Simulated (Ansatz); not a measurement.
# WS2 in Ansatz: settings compared

The runs below take WS2 through band structure, with LDA, PBE.

Everything below comes from runs of Ansatz 0.2.0. Logs are shortened: lines on timing, memory, paths and dates and some standing lists are left out, and cuts for length are marked.

### Step 1. Starting point

The cell holds a slab with vacuum, 12 atoms: a = 3.183 Å, b = 3.183 Å, c = 35.181 Å, α = 90.00°, β = 90.00°, γ = 120.00°.

### Step 2. Band structure, LDA

Contents of input.yaml:

```yaml
crystal:
  lattice:
    - [3.1831225544, 0.0, 0.0]
    - [-1.5915612772, 2.7566649955, 0.0]
    - [0.0, 0.0, 35.1805582101]
  atoms:
    - { symbol: W, position: [0.3333333333, 0.6666666667, 0.59231661] }
    - { symbol: W, position: [0.3333333333, 0.6666666667, 0.2234] }
    - { symbol: W, position: [0.6666666667, 0.3333333333, 0.7766] }
    - { symbol: W, position: [0.6666666667, 0.3333333333, 0.40768339] }
    - { symbol: S, position: [0.3333333333, 0.6666666667, 0.82114964] }
    - { symbol: S, position: [0.3333333333, 0.6666666667, 0.45202369] }
    - { symbol: S, position: [0.6666666667, 0.3333333333, 0.63662107] }
    - { symbol: S, position: [0.6666666667, 0.3333333333, 0.26774184] }
    - { symbol: S, position: [0.3333333333, 0.6666666667, 0.73225816] }
    - { symbol: S, position: [0.3333333333, 0.6666666667, 0.36337893] }
    - { symbol: S, position: [0.6666666667, 0.3333333333, 0.54797631] }
    - { symbol: S, position: [0.6666666667, 0.3333333333, 0.17885036] }
hamiltonian:
  xc: lda
  pseudopotentials: { kind: paw }
kpoints:
  mp_grid: { grid: [7, 7, 1] }
  band_path:
    path:
      - [[0.0, 0.0, 0.0], [0.5, 0.0, 0.0], [0.3333333333, 0.3333333333, 0.0], [0.0, 0.0, 0.0], [0.0, 0.0, 0.5], [0.5, 0.0, 0.5], [0.3333333333, 0.3333333333, 0.5], [0.0, 0.0, 0.5]]
      - [[0.5, 0.0, 0.5], [0.5, 0.0, 0.0]]
      - [[0.3333333333, 0.3333333333, 0.0], [0.3333333333, 0.3333333333, 0.5]]
    npoints: 10
scf:
  occupations: { method: fermi_dirac, width: 0.05 }
  n_extra_bands: 30
output:
  forces: true
  stress: true
  eigenvalues: true
  fatbands: true
```

Potentials or basis: Ansatz PAW.

Run with:

```bash
> ansatz run input.yaml --threads 4 --pin off --max-ram 11264MiB --backend cpu --events-out ev --progress --plain --runs-dir out
```

The log of the run:

```text
Warning: RAYON_NUM_THREADS=4 ignored (pool sized by the plan → 4); use --threads N
scf.n_extra_bands = 30 over 52 filled bands (N_el = 104.0): the run solves 82 bands
Engine: ansatz 0.2.0, x86_64-unknown-linux-gnu
Pseudopotentials: kind: paw
Pseudopotential: W, paw, valence charge 14, recommended cutoff 420 eV (normal), W.paw.azcp
Pseudopotential: S, paw, valence charge 6, recommended cutoff 420 eV (normal), S.paw.azcp
Functional definition: SPW92
  exchange = slater_x
  correlation = pw_c
Crystal: 12 atoms, lattice volume = 308.702 Å³
Basis set: ecut = 420 eV, 6081 PW (Γ)
Bands: 82, of which v1, the nominal top of the filled ones, is band 52 counted from 1 (51 counted from 0)
Symmetry: 12 space group operations
Space group: P-3m1 (ITA 164), of the structure as read, at distance tolerance 6.8e-5 Å
k-points: 8 of 49
Non-local potential: W, projectors of the file, l = 0: 3, l = 1: 2, l = 2: 2, l = 3: 1
Non-local potential: S, projectors of the file, l = 0: 2, l = 1: 2, l = 2: 2
PAW form: soft (Blöchl's): semilocal exchange-correlation on the pseudo side does not see the compensation charge
PAW frozen core: W, regenerated for the run's functional, and the local potential with it (the file was generated under x = pbe(κ = 0.804, μ = 0.2195149727645171), c = pbe(β = 0.06672455060314922))
PAW frozen core: S, regenerated for the run's functional, and the local potential with it (the file was generated under x = pbe(κ = 0.804, μ = 0.2195149727645171), c = pbe(β = 0.06672455060314922))
PAW one-centre angular grid: W, 590 points (default); XC on 64 Gauss nodes
PAW one-centre angular grid: S, 110 points (default); XC on 64 Gauss nodes
Initial density: superposition of atomic densities (neutral atoms: chi_scale 0, normalization atom), corrected by the library's trained network
Initial wavefunctions: pseudopotential atomic-orbital guess
Functional: x = slater, c = lda
SCF iter   1: F=—  HF=-47486.495609 eV  |F-HF|=—  |Δ(HF+E_count)|=         —  Δρ=8.91e-3  dr2=5.00e-1  ethr=1.77e-3  ⟨swp⟩=7.8  Hψ=3438  notcnv=0  defer=69
preconditioner: auto → Resta (q_TF=auto, 2.276 Å⁻¹)  ε∞=3.8  [insulator: Δε(μ)=1.336 eV  Ē_g=10.757 eV  σ=0.050 eV  W_gap=1.00  n_scr=24 (ndim 8)  ℏωp=17.9 eV  f_vac=0.281  D(μ)=0.00/eV (n_scr^D=0)  ε∞_Penn≈3.8  vacuum switching on, ρ_ref=8.4e-3 e/Å³]
SCF iter   2: F=—  HF=-47486.432830 eV  |F-HF|=—  |Δ(HF+E_count)|=   6.28e-2  Δρ=4.11e-3  dr2=8.24e-2  ethr=4.80e-4  ⟨swp⟩=3.1  Hψ=991  notcnv=0  defer=144
SCF iter   3: F=—  HF=-47486.421906 eV  |F-HF|=—  |Δ(HF+E_count)|=   1.09e-2  Δρ=2.20e-3  dr2=6.24e-3  ethr=7.92e-5  ⟨swp⟩=2.0  Hψ=737  notcnv=0  defer=144
SCF iter   4: F=—  HF=-47486.423488 eV  |F-HF|=—  |Δ(HF+E_count)|=   1.58e-3  Δρ=6.18e-4  dr2=8.44e-3  ethr=6.00e-6  ⟨swp⟩=3.0  Hψ=1011  notcnv=0  defer=144
SCF iter   5: F=—  HF=-47486.422686 eV  |F-HF|=—  |Δ(HF+E_count)|=   8.02e-4  Δρ=1.26e-4  dr2=8.56e-5  ethr=6.00e-6  ⟨swp⟩=2.0  Hψ=623  notcnv=0  defer=144
SCF iter   6: F=—  HF=-47486.422538 eV  |F-HF|=—  |Δ(HF+E_count)|=   1.48e-4  Δρ=6.59e-5  dr2=2.73e-5  ethr=8.23e-8  ⟨swp⟩=2.4  Hψ=1081  notcnv=0  defer=144
SCF iter   7: F=—  HF=-47486.422536 eV  |F-HF|=—  |Δ(HF+E_count)|=   2.57e-6  Δρ=3.26e-5  dr2=7.89e-6  ethr=2.62e-8  ⟨swp⟩=2.0  Hψ=729  notcnv=0  defer=144
SCF iter   8: F=—  HF=-47486.422535 eV  |F-HF|=—  |Δ(HF+E_count)|=   1.00e-6  Δρ=1.32e-5  dr2=9.88e-7  ethr=7.59e-9  ⟨swp⟩=2.2  Hψ=713  notcnv=0  defer=144
SCF iter   9: F=—  HF=-47486.422535 eV  |F-HF|=—  |Δ(HF+E_count)|=   1.63e-8  Δρ=3.68e-6  dr2=2.57e-7  ethr=9.50e-10  ⟨swp⟩=2.2  Hψ=827  notcnv=0  defer=144
SCF iter  10: F=-47486.422535 eV  HF=-47486.422535 eV  |F-HF|=1.12e-8  |Δ(HF+E_count)|=   1.22e-8  Δρ=1.69e-6  dr2=2.29e-8  ethr=9.62e-11  ⟨swp⟩=16.2  Hψ=3809  notcnv=0
SCF 1 converged in 10 iterations: F = -47486.422535 eV  dr2 = 2.29e-8
NSCF: frozen V_eff on 93 k-points
SCF converged after 10 iterations
Free energy (F): -47486.422535 eV
Harris-Foulkes:  -47486.422535 eV  (|F-HF|=1.12e-8)
Internal energy: -47486.422534 eV  (E = F + TS)
E sigma→0 (E₀):  -47486.422534 eV
Entropy (-TS):   -0.000000 eV (-0.000 meV/atom)
Fermi energy:    6.702325 eV
--- Per-component energies (eV) ---
  E_band       = -1309.477681
  E_kinetic    = 2665.762909
  E_local      = -57902.637732  (includes V_loc(G=0)·N_el)
  E_nonlocal   = 260.384156
  E_hartree    = 27946.753078
  E_xc         = -1832.799078
  E_vxc        = -1660.963136  (∫ρ·V_xc dr)
  E_paw        = -37788.995814  (= ΣΔE_a)
  E_vpaw       = -565.510782  (= ΣTr[D̂ρ^β])
  E_aug_tail   = -0.000257  (compensation charges beyond the density's cutoff)
  E_ewald      = 19162.752012
  E_core_change = 2.358192  (= ΣΔE_core)
  E_smearing   = -0.000000  (= −TS)
  E_closure    = -0.000000  (closes the sum)
  Σ components = -47486.422535   (vs F -47486.422535, Δ=0.00e0)
--- Forces (eV/Å), atoms counted from 1 ---
  atom   1  W     -0.00000000    -0.00000000    -0.02008376
  atom   2  W      0.00000000    -0.00000000    -0.12180625
  atom   3  W      0.00000000     0.00000000     0.12180625
  atom   4  W      0.00000000     0.00000000     0.02008376
  atom   5  S     -0.00000000    -0.00000000    -0.54037194
  atom   6  S     -0.00000000    -0.00000000    -0.31915922
  atom   7  S      0.00000000     0.00000000    -0.29886863
  atom   8  S      0.00000000     0.00000000    -0.33490068
  atom   9  S     -0.00000000    -0.00000000     0.33490068
  atom  10  S     -0.00000000    -0.00000000     0.29886863
  atom  11  S      0.00000000     0.00000000     0.31915922
  atom  12  S      0.00000000     0.00000000     0.54037194
  max |Σ_I F_I| component: 1.11e-16 eV/Å
--- Stress (GPa, compression-positive) ---
       -4.706140       0.000000       0.000000
        0.000000      -4.706140      -0.000000
        0.000000      -0.000000      -3.274527
  P = ⅓ Tr σ = -4.2289 GPa (-42.289 kbar)
--- Band table (eV; the first three rows and the last of 8) ---
  k-point 0: bands = ["-68.3090", "-68.3090", "-68.3078", "-68.3078", "-32.5809", "-32.5809", "-32.5803", "-32.5803", "-32.4239", "-32.4239", "-32.4239", "-32.4239", "-32.4219", "-32.4219", "-32.4219", "-32.4219", "-9.1563", "-9.1193", "-9.0785", "-9.0592", "-7.5187", "-7.4575", "-7.3857", "-7.3331", "-1.0143", "-0.8495", "-0.6362", "-0.4675", "2.7034", "2.7034", "2.7063", "2.7063", "2.7358", "2.7358", "2.7358", "2.7358", "2.8936", "3.2545", "3.7405", "3.9492", "3.9492", "3.9601", "3.9601", "3.9813", "3.9813", "3.9820", "3.9820", "4.2204", "5.2799", "5.5863", "5.8891", "6.0754", "8.4785", "8.4785", "8.4807", "8.4807", "8.4834", "8.4834", "8.4838", "8.4838", "8.6424", "8.6424", "8.6623", "8.6623", "8.6927", "8.6927", "8.7173", "8.7173", "10.6481", "10.6948", "10.7984", "10.9286", "11.2197", "11.4760", "12.7600", "13.7802", "14.0019", "14.0242", "14.0968", "14.1889", "14.2423", "14.3706"]
  k-point 1: bands = ["-68.3059", "-68.3059", "-68.3046", "-68.3046", "-32.5693", "-32.5693", "-32.5687", "-32.5687", "-32.4885", "-32.4885", "-32.4863", "-32.4863", "-32.4390", "-32.4390", "-32.4369", "-32.4369", "-8.8254", "-8.7888", "-8.7483", "-8.7288", "-7.3916", "-7.3351", "-7.2700", "-7.2233", "-0.6303", "-0.4692", "-0.2578", "-0.0883", "1.9389", "1.9490", "1.9742", "1.9751", "2.3062", "2.5263", "2.7458", "2.8748", "3.0239", "3.0306", "3.0578", "3.0579", "3.4814", "3.4950", "3.5164", "3.5174", "4.0537", "4.1632", "4.3587", "4.6100", "5.1927", "5.3667", "5.5135", "5.5892", "7.9395", "8.0259", "8.1447", "8.2589", "8.2943", "8.3624", "8.3878", "8.4239", "8.4301", "8.4516", "8.4566", "8.4584", "9.0157", "9.0309", "9.0495", "9.0618", "11.4018", "11.5916", "12.0210", "12.1881", "12.2370", "12.3780", "13.1980", "14.1243", "14.2279", "14.3869", "14.7255", "14.9875", "15.0449", "15.1183"]
  k-point 2: bands = ["-68.2987", "-68.2987", "-68.2975", "-68.2975", "-32.6312", "-32.6312", "-32.6285", "-32.6285", "-32.5430", "-32.5430", "-32.5425", "-32.5425", "-32.4726", "-32.4726", "-32.4704", "-32.4704", "-7.9838", "-7.9505", "-7.9130", "-7.8953", "-7.0730", "-7.0295", "-6.9830", "-6.9525", "-0.0803", "0.0151", "0.1268", "0.1975", "0.9173", "0.9714", "1.0639", "1.1860", "1.3456", "1.4749", "1.5595", "1.5911", "2.7030", "2.7186", "2.7407", "2.7428", "3.6888", "3.7452", "3.7643", "3.7886", "3.7911", "3.8062", "3.9707", "4.1261", "4.5014", "4.5463", "4.5855", "4.6055", "7.7314", "7.8927", "8.0811", "8.1068", "8.1122", "8.1400", "8.1672", "8.3344", "8.7698", "8.9296", "9.1056", "9.2289", "9.8218", "9.8606", "9.9137", "9.9568", "12.2995", "12.3602", "12.5008", "12.5962", "12.8351", "12.9909", "13.6504", "13.8912", "13.9836", "14.0025", "14.0932", "14.3542", "14.4473", "14.9179"]
  k-point 7: bands = ["-68.2907", "-68.2907", "-68.2894", "-68.2894", "-32.6963", "-32.6963", "-32.6934", "-32.6934", "-32.6042", "-32.6042", "-32.6017", "-32.6017", "-32.5133", "-32.5133", "-32.5130", "-32.5130", "-6.7761", "-6.7617", "-6.7405", "-6.7374", "-6.5909", "-6.5751", "-6.5602", "-6.5575", "-0.0476", "-0.0439", "-0.0379", "0.0053", "0.0114", "0.0123", "0.0181", "0.0254", "1.4231", "1.4316", "1.4562", "1.4661", "1.7784", "1.8179", "1.8902", "1.9807", "2.1357", "2.2602", "2.3491", "2.3724", "3.4235", "3.4510", "3.5119", "3.5735", "5.2548", "5.2854", "5.3182", "5.3380", "7.6951", "7.7203", "7.7452", "7.7561", "8.6403", "8.7988", "8.9951", "9.1649", "9.1836", "9.3466", "9.3761", "9.4236", "10.7055", "10.7988", "10.9311", "11.0593", "12.0391", "12.1317", "12.2267", "12.2427", "12.6461", "12.9367", "13.3550", "13.7193", "14.4606", "14.5340", "14.6155", "14.7436", "15.3446", "15.5703"]
```

It took 45 s on 4 threads of AMD EPYC 7R43 (Zen 3), shared host; peak memory 1.5 GiB.

What came out:

```
Free energy             : -47486.4225 eV
Largest force           : 0.540 eV/Å
Band gap on the k mesh  : 1.35 eV, indirect (least direct gap 2.35 eV)
Band gap along the path : 1.27 eV, indirect (least direct gap 1.73 eV)
```

Forces on the atoms (eV/Å):
```
W    0.000  0.000 -0.020
W    0.000  0.000 -0.122
W    0.000  0.000  0.122
W    0.000  0.000  0.020
S    0.000  0.000 -0.540
S    0.000  0.000 -0.319
S    0.000  0.000 -0.299
S    0.000  0.000 -0.335
S    0.000  0.000  0.335
S    0.000  0.000  0.299
S    0.000  0.000  0.319
S    0.000  0.000  0.540
```

Levels at the corners of the path, in eV from the valence-band top:
| point | band 50 | band 51 | band 52 | band 53 | band 54 | band 55 |
| --- | --- | --- | --- | --- | --- | --- |
| Γ | -0.49 | -0.19 | 0.00 | 2.40 | 2.40 | 2.41 |
| M | -1.39 | -1.36 | -1.34 | 2.31 | 2.32 | 2.33 |
| K | -0.51 | -0.48 | -0.45 | 1.28 | 1.28 | 1.30 |
| Γ | -0.49 | -0.19 | 0.00 | 2.40 | 2.40 | 2.41 |
| A | -0.49 | -0.19 | 0.00 | 2.40 | 2.40 | 2.41 |
| L | -1.39 | -1.36 | -1.34 | 2.31 | 2.32 | 2.33 |
| H | -0.51 | -0.48 | -0.45 | 1.28 | 1.28 | 1.30 |
| A | -0.49 | -0.19 | 0.00 | 2.40 | 2.40 | 2.41 |
| L | -1.39 | -1.36 | -1.34 | 2.31 | 2.32 | 2.33 |
| M | -1.39 | -1.36 | -1.34 | 2.31 | 2.32 | 2.33 |
| K | -0.51 | -0.48 | -0.45 | 1.28 | 1.28 | 1.30 |
| H | -0.51 | -0.48 | -0.45 | 1.28 | 1.28 | 1.30 |

Caveat: the k mesh misses the band edges, so the gap on the mesh is wider than the one along the path; spin-orbit coupling is left out, which moves the levels of the heavy elements; the PAW data sets come from PBE, with cores solved anew for the run's functional, which leaves a small shift of forces and pressure. Expect the measured gap to be larger: semilocal functionals such as LDA lack the derivative discontinuity.

### Step 3. Band structure, PBE

Changes to input.yaml since step 2:

```diff
@@ -19,3 +19,3 @@
 hamiltonian:
-  xc: lda
+  xc: pbe
   pseudopotentials: { kind: paw }
@@ -36,2 +36,6 @@
   eigenvalues: true
-  fatbands: true
+  fatbands: false
+  write_density: true
+  write_potential: true
+  elf: true
+  volumetric_format: npy
```

Potentials or basis: Ansatz PAW.

Run with:

```bash
> ansatz run input.yaml --threads 4 --pin off --max-ram 11264MiB --backend cpu --events-out ev --progress --plain --runs-dir out
```

Run time: 23 s. Hardware: 4 threads of AMD EPYC 7R43 (Zen 3), shared host; peak memory 1.6 GiB.

It converged, with:

| Item | Value |
| --- | --- |
| Free energy | -48765.7040 eV |
| Largest force | 0.231 eV/Å |
| Band gap on the k mesh | 1.41 eV, indirect (least direct gap 2.38 eV) |
| Band gap along the path | 1.32 eV, indirect (least direct gap 1.75 eV) |

Forces in eV/Å, atoms in the order of the input:
```
W    0.000  0.000 -0.021
W    0.000  0.000 -0.135
W    0.000  0.000  0.135
W    0.000  0.000  0.021
S    0.000  0.000  0.118
S    0.000  0.000  0.212
S    0.000  0.000  0.231
S    0.000  0.000  0.193
S    0.000  0.000 -0.193
S    0.000  0.000 -0.231
S    0.000  0.000 -0.212
S    0.000  0.000 -0.118
```

Stress tensor (GPa, compression positive):
```
0.88 0.00 0.00
0.00 0.88 0.00
0.00 0.00 1.82
```

Levels at the corners of the path, in eV from the valence-band top:
```csv
point,band 50,band 51,band 52,band 53,band 54,band 55
Γ,-0.47,-0.18,0.00,2.42,2.42,2.42
M,-1.40,-1.37,-1.35,2.36,2.37,2.38
K,-0.49,-0.46,-0.43,1.32,1.32,1.34
Γ,-0.47,-0.18,0.00,2.42,2.42,2.42
A,-0.47,-0.18,0.00,2.42,2.42,2.42
L,-1.40,-1.37,-1.35,2.36,2.37,2.38
H,-0.49,-0.46,-0.43,1.32,1.32,1.34
A,-0.47,-0.18,0.00,2.42,2.42,2.42
L,-1.40,-1.37,-1.35,2.36,2.37,2.38
M,-1.40,-1.37,-1.35,2.36,2.37,2.38
K,-0.49,-0.46,-0.43,1.32,1.32,1.34
H,-0.49,-0.46,-0.43,1.32,1.32,1.34
```

Caveat: the k mesh misses the band edges, so the gap on the mesh is wider than the one along the path; spin-orbit coupling is left out, which moves the levels of the heavy elements. Expect the measured gap to be larger: semilocal functionals such as PBE lack the derivative discontinuity.
